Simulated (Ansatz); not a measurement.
**Si3N4 (P6_3/m):C_N, thermodynamic levels from a 126-atom cell**

Charge states of C_N in Si3N4 (P6_3/m), set against the band edges. Model: a cell of 126 host atoms with 1 N taken out and 1 C put in.

Calculated with Ansatz 0.2.0; place-levels on PBEsol runs: charge-transition levels and formation energies with image-charge correction and potential alignment at the atomic sites; PAW set soft_1.

### 1. The structure

The cell holds 126 atoms: 54 Si, 71 N and 1 C. Its edges and angles: a = 13.206 Å, b = 13.206 Å, c = 8.731 Å, α = 90.0°, β = 90.0°, γ = 120.0°. It derives from Si3N4 (space group P6_3/m). Nearest the centre at fractional (0.576, 0.453, 0.583): C83 at 0.00 Å, Si101 at 1.74 Å, Si59 at 1.74 Å, Si56 at 1.74 Å, N62 at 2.78 Å, N123 at 2.82 Å, N81 at 2.82 Å, N116 at 2.82 Å.

Known beforehand: the electronic dielectric constant, (4.29, 4.29, 4.37), and the static one, (8.29, 8.29, 8.25), from a response run on this crystal (DFPT, PBEsol) at that run's own cell.

The cell's shortest repeat is 8.7 Å.

### 2. What was run first

A transition level is the Fermi level at which two charge states cost the same, so each charge needs its own total energy, at its own relaxed structure.

Random displacements of about 0.05 Å break the site symmetry at the start, so that the relaxation can reach a distorted minimum if there is one. Forces are taken at one point at (¼, ¼, ¼). The cell holds 1 electron more than the neutral one, with a uniform background that keeps it neutral on the whole.

The sampling was tested on the host first: at the k-points planned (1x1x1 shifted 0.25 0.25 0.25) its energy lies 0.000 eV an atom from the dense-mesh value, under the bound of 0.02 eV set for this test; that bounds the host's error, not the defect's.

One of the inputs; charge, spin and start change from state to state.

qm1.relax/input.yaml

```yaml
crystal:
  lattice:
    - [11.43668588, 6.60297367, 0.0]
    - [-11.43668588, 6.60297367, 0.0]
    - [0.0, 0.0, 8.73076733]
  atoms:
    - { symbol: Si, position: [0.01950046, 0.80655545, 0.25] }
    - { symbol: Si, position: [0.3528338, 0.47322211, 0.25] }
    - { symbol: Si, position: [0.68616713, 0.13988878, 0.25] }
    - { symbol: Si, position: [0.21294502, 0.01950046, 0.08333333] }
    - { symbol: Si, position: [0.54627835, 0.68616713, 0.08333333] }
    - { symbol: Si, position: [0.87961168, 0.3528338, 0.08333333] }
    - { symbol: Si, position: [0.13988878, 0.45372165, 0.08333333] }
    - { symbol: Si, position: [0.47322211, 0.12038832, 0.08333333] }
    - { symbol: Si, position: [0.80655545, 0.78705498, 0.08333333] }
    - { symbol: Si, position: [0.19344455, 0.21294502, 0.25] }
    - { symbol: Si, position: [0.52677789, 0.87961168, 0.25] }
    - { symbol: Si, position: [0.86011122, 0.54627835, 0.25] }
    - { symbol: Si, position: [0.12038832, 0.6471662, 0.25] }
    - { symbol: Si, position: [0.45372165, 0.31383287, 0.25] }
    - { symbol: Si, position: [0.78705498, 0.98049954, 0.25] }
    - { symbol: Si, position: [0.31383287, 0.86011122, 0.08333333] }
    - { symbol: Si, position: [0.6471662, 0.52677789, 0.08333333] }
    - { symbol: Si, position: [0.98049954, 0.19344455, 0.08333333] }
    - { symbol: "N", position: [0.0, 0.66666667, 0.25] }
    - { symbol: "N", position: [0.33333333, 0.33333333, 0.25] }
    - { symbol: "N", position: [0.66666667, 0.0, 0.25] }
    - { symbol: "N", position: [0.0, 0.33333333, 0.08333333] }
    - { symbol: "N", position: [0.33333333, 0.0, 0.08333333] }
    - { symbol: "N", position: [0.66666667, 0.66666667, 0.08333333] }
    - { symbol: "N", position: [0.21345843, 0.45653274, 0.25] }
    - { symbol: "N", position: [0.54679176, 0.12319941, 0.25] }
    - { symbol: "N", position: [0.8801251, 0.78986608, 0.25] }
    - { symbol: "N", position: [0.09025902, 0.8801251, 0.08333333] }
    - { symbol: "N", position: [0.42359235, 0.54679176, 0.08333333] }
    - { symbol: "N", position: [0.75692569, 0.21345843, 0.08333333] }
    - { symbol: "N", position: [0.12319941, 0.57640765, 0.08333333] }
    - { symbol: "N", position: [0.45653274, 0.24307431, 0.08333333] }
    - { symbol: "N", position: [0.78986608, 0.90974098, 0.08333333] }
    - { symbol: "N", position: [0.21013392, 0.09025902, 0.25] }
    - { symbol: "N", position: [0.54346726, 0.75692569, 0.25] }
    - { symbol: "N", position: [0.87680059, 0.42359235, 0.25] }
    - { symbol: "N", position: [0.1198749, 0.21013392, 0.08333333] }
    - { symbol: "N", position: [0.45320824, 0.87680059, 0.08333333] }
    - { symbol: "N", position: [0.78654157, 0.54346726, 0.08333333] }
    - { symbol: "N", position: [0.24307431, 0.78654157, 0.25] }
    - { symbol: "N", position: [0.57640765, 0.45320824, 0.25] }
    - { symbol: "N", position: [0.90974098, 0.1198749, 0.25] }
    - { symbol: Si, position: [0.01950046, 0.80655545, 0.58333333] }
    - { symbol: Si, position: [0.3528338, 0.47322211, 0.58333333] }
    - { symbol: Si, position: [0.68616713, 0.13988878, 0.58333333] }
    - { symbol: Si, position: [0.21294502, 0.01950046, 0.41666667] }
    - { symbol: Si, position: [0.54627835, 0.68616713, 0.41666667] }
    - { symbol: Si, position: [0.87961168, 0.3528338, 0.41666667] }
    - { symbol: Si, position: [0.13988878, 0.45372165, 0.41666667] }
    - { symbol: Si, position: [0.47322211, 0.12038832, 0.41666667] }
    - { symbol: Si, position: [0.80655545, 0.78705498, 0.41666667] }
    - { symbol: Si, position: [0.19344455, 0.21294502, 0.58333333] }
    - { symbol: Si, position: [0.52677789, 0.87961168, 0.58333333] }
    - { symbol: Si, position: [0.86011122, 0.54627835, 0.58333333] }
    - { symbol: Si, position: [0.12038832, 0.6471662, 0.58333333] }
    - { symbol: Si, position: [0.45372165, 0.31383287, 0.58333333] }
    - { symbol: Si, position: [0.78705498, 0.98049954, 0.58333333] }
    - { symbol: Si, position: [0.31383287, 0.86011122, 0.41666667] }
    - { symbol: Si, position: [0.6471662, 0.52677789, 0.41666667] }
    - { symbol: Si, position: [0.98049954, 0.19344455, 0.41666667] }
    - { symbol: "N", position: [0.0, 0.66666667, 0.58333333] }
    - { symbol: "N", position: [0.33333333, 0.33333333, 0.58333333] }
    - { symbol: "N", position: [0.66666667, 0.0, 0.58333333] }
    - { symbol: "N", position: [0.0, 0.33333333, 0.41666667] }
    - { symbol: "N", position: [0.33333333, 0.0, 0.41666667] }
    - { symbol: "N", position: [0.66666667, 0.66666667, 0.41666667] }
    - { symbol: "N", position: [0.21345843, 0.45653274, 0.58333333] }
    - { symbol: "N", position: [0.54679176, 0.12319941, 0.58333333] }
    - { symbol: "N", position: [0.8801251, 0.78986608, 0.58333333] }
    - { symbol: "N", position: [0.09025902, 0.8801251, 0.41666667] }
    - { symbol: "N", position: [0.42359235, 0.54679176, 0.41666667] }
    - { symbol: "N", position: [0.75692569, 0.21345843, 0.41666667] }
    - { symbol: "N", position: [0.12319941, 0.57640765, 0.41666667] }
    - { symbol: "N", position: [0.45653274, 0.24307431, 0.41666667] }
    - { symbol: "N", position: [0.78986608, 0.90974098, 0.41666667] }
    - { symbol: "N", position: [0.21013392, 0.09025902, 0.58333333] }
    - { symbol: "N", position: [0.54346726, 0.75692569, 0.58333333] }
    - { symbol: "N", position: [0.87680059, 0.42359235, 0.58333333] }
    - { symbol: "N", position: [0.1198749, 0.21013392, 0.41666667] }
    - { symbol: "N", position: [0.45320824, 0.87680059, 0.41666667] }
    - { symbol: "N", position: [0.78654157, 0.54346726, 0.41666667] }
    - { symbol: "N", position: [0.24307431, 0.78654157, 0.58333333] }
    - { symbol: C, position: [0.57640765, 0.45320824, 0.58333333] }
    - { symbol: "N", position: [0.90974098, 0.1198749, 0.58333333] }
    - { symbol: Si, position: [0.01950046, 0.80655545, 0.91666667] }
    - { symbol: Si, position: [0.3528338, 0.47322211, 0.91666667] }
    - { symbol: Si, position: [0.68616713, 0.13988878, 0.91666667] }
    - { symbol: Si, position: [0.21294502, 0.01950046, 0.75] }
    - { symbol: Si, position: [0.54627835, 0.68616713, 0.75] }
    - { symbol: Si, position: [0.87961168, 0.3528338, 0.75] }
    - { symbol: Si, position: [0.13988878, 0.45372165, 0.75] }
    - { symbol: Si, position: [0.47322211, 0.12038832, 0.75] }
    - { symbol: Si, position: [0.80655545, 0.78705498, 0.75] }
    - { symbol: Si, position: [0.19344455, 0.21294502, 0.91666667] }
    - { symbol: Si, position: [0.52677789, 0.87961168, 0.91666667] }
    - { symbol: Si, position: [0.86011122, 0.54627835, 0.91666667] }
    - { symbol: Si, position: [0.12038832, 0.6471662, 0.91666667] }
    - { symbol: Si, position: [0.45372165, 0.31383287, 0.91666667] }
    - { symbol: Si, position: [0.78705498, 0.98049954, 0.91666667] }
    - { symbol: Si, position: [0.31383287, 0.86011122, 0.75] }
    - { symbol: Si, position: [0.6471662, 0.52677789, 0.75] }
    - { symbol: Si, position: [0.98049954, 0.19344455, 0.75] }
    - { symbol: "N", position: [0.0, 0.66666667, 0.91666667] }
    - { symbol: "N", position: [0.33333333, 0.33333333, 0.91666667] }
    - { symbol: "N", position: [0.66666667, 0.0, 0.91666667] }
    - { symbol: "N", position: [0.0, 0.33333333, 0.75] }
    - { symbol: "N", position: [0.33333333, 0.0, 0.75] }
    - { symbol: "N", position: [0.66666667, 0.66666667, 0.75] }
    - { symbol: "N", position: [0.21345843, 0.45653274, 0.91666667] }
    - { symbol: "N", position: [0.54679176, 0.12319941, 0.91666667] }
    - { symbol: "N", position: [0.8801251, 0.78986608, 0.91666667] }
    - { symbol: "N", position: [0.09025902, 0.8801251, 0.75] }
    - { symbol: "N", position: [0.42359235, 0.54679176, 0.75] }
    - { symbol: "N", position: [0.75692569, 0.21345843, 0.75] }
    - { symbol: "N", position: [0.12319941, 0.57640765, 0.75] }
    - { symbol: "N", position: [0.45653274, 0.24307431, 0.75] }
    - { symbol: "N", position: [0.78986608, 0.90974098, 0.75] }
    - { symbol: "N", position: [0.21013392, 0.09025902, 0.91666667] }
    - { symbol: "N", position: [0.54346726, 0.75692569, 0.91666667] }
    - { symbol: "N", position: [0.87680059, 0.42359235, 0.91666667] }
    - { symbol: "N", position: [0.1198749, 0.21013392, 0.75] }
    - { symbol: "N", position: [0.45320824, 0.87680059, 0.75] }
    - { symbol: "N", position: [0.78654157, 0.54346726, 0.75] }
    - { symbol: "N", position: [0.24307431, 0.78654157, 0.91666667] }
    - { symbol: "N", position: [0.57640765, 0.45320824, 0.91666667] }
    - { symbol: "N", position: [0.90974098, 0.1198749, 0.91666667] }
  host:
    repeats: [1, 1, 3]
    atoms:
      - { symbol: Si, position: [0.01950046, 0.80655545, 0.75] }
      - { symbol: Si, position: [0.3528338, 0.47322211, 0.75] }
      # ... 40 more atoms of the perfect host
total_charge: -1
basis:
  ecutwfc: 420
  xc_grid: 2
hamiltonian:
  xc: pbesol
  pseudopotentials: { kind: paw, azcp: { folder: soft_1 }, xc_functional: pbe }
kpoints:
  mp_grid: { grid: [1, 1, 1], shift: [0.25, 0.25, 0.25] }
scf:
  occupations: { method: fixed }
  max_iter: 60
output:
  forces: true
  charged_corrections:
    epsilon: [4.29, 4.29, 4.37]
    static_epsilon: [8.29, 8.29, 8.25]
    defect_position: [0.576408, 0.453208, 0.583333]
relax:
  f_tol: 0.02
  max_steps: 80
  random_displacement: { amplitude: 0.05, seed: 4628 }
checkpoint:
  write: "../qm1.relax.run"
  compress: false
  write_wavefunctions: true
  write_every: 100000
```

Command:

```bash
ansatz run input.yaml --threads 8 --pin off --max-ram 22609MiB --backend cpu --events-out ev --progress --plain --runs-dir out
```

Defect states can disperse in a cell of this size, so the energy is taken again at a 2×2×2 shifted mesh, on the relaxed structure.

The run of this state that the levels use, under PBEsol:

qm1.point/input.yaml

```yaml
crystal:
  checkpoint: "../qm1.relax.run"
  host: checkpoint
total_charge: -1
basis:
  ecutwfc: 420
  xc_grid: 2
hamiltonian:
  xc: pbesol
  pseudopotentials: { kind: paw, azcp: { folder: soft_1 }, xc_functional: pbe }
kpoints:
  mp_grid: { grid: [2, 2, 2], shift: [0.5, 0.5, 0.5] }
scf:
  occupations: { method: fermi_dirac, width: 0.01 }
  max_iter: 60
output:
  forces: true
  eigenvalues: true
  charged_corrections:
    epsilon: [4.29, 4.29, 4.37]
    static_epsilon: [8.29, 8.29, 8.25]
    defect_position: [0.576408, 0.453208, 0.583333]
  eigenstates: { localisation: true }
  populations: true
  band_densities: [{ bands: [v1, v1] }, { bands: [c1, c1] }]
  write_density: true
  write_potential: true
  volumetric_format: npy
  elf: true
checkpoint:
  read: "../qm1.relax.run"
  write: "../qm1.point.run"
  compress: false
  write_wavefunctions: false
  write_every: 100000
```

Relaxations under PBEsol at one point at (¼, ¼, ¼); times on 8 threads of Arm Neoverse V2, shared host:

| charge | moment (μB) | occupations | outcome | steps | largest displacement against the far atoms (Å) | time |
| --- | --- | --- | --- | --- | --- | --- |
| −1 | 0 | fixed | converged | 7 | 0.09 | 1.8 min |
| 0 | 1 | fixed | converged | 6 | 0.09 | 3.4 min |
| +1 | 0 | fixed | converged | 6 | 0.11 | 1.9 min |
| +1 | 2 | fixed | converged | 5 | 0.08 | 3.6 min |

Single points under PBEsol at a 2×2×2 shifted mesh; times on 8 threads of Arm Neoverse V2, shared host:

| charge | moment (μB) | occupations | outcome | time |
| --- | --- | --- | --- | --- |
| −1 | 0 | fermi-dirac | converged | 1.9 min |
| 0 | 1 | fermi-dirac | converged | 5.1 min |
| +1 | 0 | fermi-dirac | converged | 2.3 min |
| +1 | 2 | fermi-dirac | converged | 5.4 min |

Distances (Å) from C83 to the nearest atoms after relaxation with PBEsol:

| charge | moment (μB) | 1. | 2. | 3. | 4. | 5. | 6. |
| --- | --- | --- | --- | --- | --- | --- | --- |
| −1 | 0 | Si 1.74 | Si 1.74 | Si 1.74 | N 2.79 | N 2.88 | N 2.88 |
| 0 | 1 | Si 1.80 | Si 1.80 | Si 1.81 | N 2.80 | N 2.85 | N 2.85 |
| +1 | 0 | Si 1.82 | Si 1.82 | Si 1.83 | N 2.81 | N 2.84 | N 2.85 |
| +1 | 2 | Si 1.80 | Si 1.80 | Si 1.81 | N 2.80 | N 2.85 | N 2.85 |

[end of part 1 of 2]

[Logs are printed without paths, hosts, clocks, repeated set-up lines and the standing remarks that a program may print on its own settings, such as how far it seeks lower states.]

[Hosts, paths, dates, database ids (printed as entryN), source tags and the programs' standing remarks are cut or masked in the printed files.]

[Where a table of states has a column of steps, it counts the stored structures, which are thinned; the runs took as many ionic steps or more.]

[A defect's name tells the site on which it was built; relaxed atoms can leave that site.]

[For some hosts the program warned that the k-mesh of the response run may be too coarse for force constants and the static dielectric constant; such warnings are not shown here.]
